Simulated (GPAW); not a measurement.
Runs of GPAW 26.7.0 on TiO2. The structure is tetragonal, space group P4_2/mnm (No. 136). Conventional cell: a = 4.600 Å, b = 4.600 Å, c = 2.959 Å, α = 90.00°, β = 90.00°, γ = 90.00°. Ti (site symmetry mmm) is surrounded by 6 O at 1.95 to 1.98 Å. Around O (site symmetry m2m) lie 3 Ti at 1.95 to 1.98 Å. The cell is a database's computed one.

| task | level | potentials or basis | U | cell | k mesh | cutoff (eV) | smearing | maxiter | optimizer | fmax | max steps | target pressure | gap on the mesh (eV) | pressure (GPa) |
| --- | --- | --- | --- | --- | --- | --- | --- | --- | --- | --- | --- | --- | --- | --- |
| single point | PBE+U | GPAW PAW data sets (gpaw-data 1.2.1), pw | Ti d U = 3 eV | as given | 5 × 5 × 7 | 650 | fermi-dirac 0.05 eV | 80 | - | - | - | - | 2.35 | (a) |
| relaxation of cell and atoms | PBEsol+D3 | PAW data sets generated in the run's folder for this functional, pw | - | relaxed to 5 GPa | 4 × 4 × 6 | 800 | fermi-dirac 0.05 eV | 150 | BFGS | 0.01 eV/Å | 40 | 5 GPa | 1.88 | 5.0 |
| single point | TB-mBJ | GPAW PAW data sets for LDA (gpaw-data 1.2.1), pw | - | as given | 4 × 4 × 6 | 800 | fermi-dirac 0.05 eV | 150 | - | - | - | - | 2.57 | - |
| eps q | PBE+U | GPAW PAW data sets (gpaw-data 1.2.1), pw | Ti d U = 3 eV | as given | 5 × 5 × 7 | 650 | fermi-dirac 0.001 eV | 150 | - | - | - | - | 2.35 | - |

Alike in all rows: no spin polarisation.

**Question.** Fill in the values left out.

**Answer.** (a) 5.6.

Caveats: the cutoff is short for stress and forces, so pressures can be off by a GPa or more (some runs); an odd mesh through Γ misses points on the zone boundary, where band edges often lie (some runs); later steps reuse the first step's grids (some runs); a model potential gives levels but no total energy (some runs); the PAW data sets were made with another functional, which shifts forces and pressure a little (some runs); response on these states lacks terms of the Hamiltonian (some runs).
